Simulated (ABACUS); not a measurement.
## BaTe under changes of volume

One of the cells (39.652 Å³/atom); the others are scaled copies at fixed shape and fractional positions:

```
CELL_PARAMETERS angstrom
0.00000 3.41000 3.41000
3.41000 0.00000 3.41000
3.41000 3.41000 0.00000
ATOMIC_POSITIONS crystal
Ba 0.00000 0.00000 0.00000
Te 0.50000 0.50000 0.50000
```

| Item | Value |
| --- | --- |
| Program | ABACUS 3.10.1 |
| Functional | PBE |
| Potentials or basis | PseudoDojo NC SR 0.4.1 PBE standard |
| Cutoff | 1361 eV |
| Density cutoff | 5442 eV |
| Basis | DZP LCAO (the cutoffs set its grid) |
| k mesh | 7 × 7 × 7 |
| Occupations | fermi-dirac, width 0.05 eV |
| Spin | no spin polarisation |

```csv
volume (Å³/atom),energy over the lowest point (meV/atom),pressure (GPa),gap on the mesh (eV)
37.273,148.48,8.3,1.13
38.066,110.67,7.0,1.19
38.859,?,?,?
39.652,52.25,4.9,1.31
40.445,30.52,3.9,1.37
41.238,13.29,3.1,1.42
42.031,0.00,2.3,1.46
```

**Question.** What does the run at 38.859 Å³/atom give?

**Answer.** Energy over the lowest point 78.85 meV/atom; pressure 5.9 GPa; gap on the mesh 1.26 eV.

Worked out: A Birch-Murnaghan fit of order 3 (a polynomial in V^(-2/3)) to the other rows has no minimum within the range. It gives 78.78 meV/atom at 38.859 Å³/atom, against the run's 78.85, and -dE/dV = 5.9 GPa, against 5.9. A parabola through the other rows of the gap, of slope 2.92 eV per unit of ln V there, gives 1.26 eV, against the run's 1.26.

Energies are extrapolated to zero smearing.

Caveats: the atomic orbitals were generated for these runs and aren't a published set; this release of the barium file is off; spin-orbit coupling is left out, which moves the levels of the heavy elements; an odd mesh through Γ misses points on the zone boundary, where band edges often lie; the basis of atomic orbitals isn't converged, which shifts pressures, moduli and gaps.
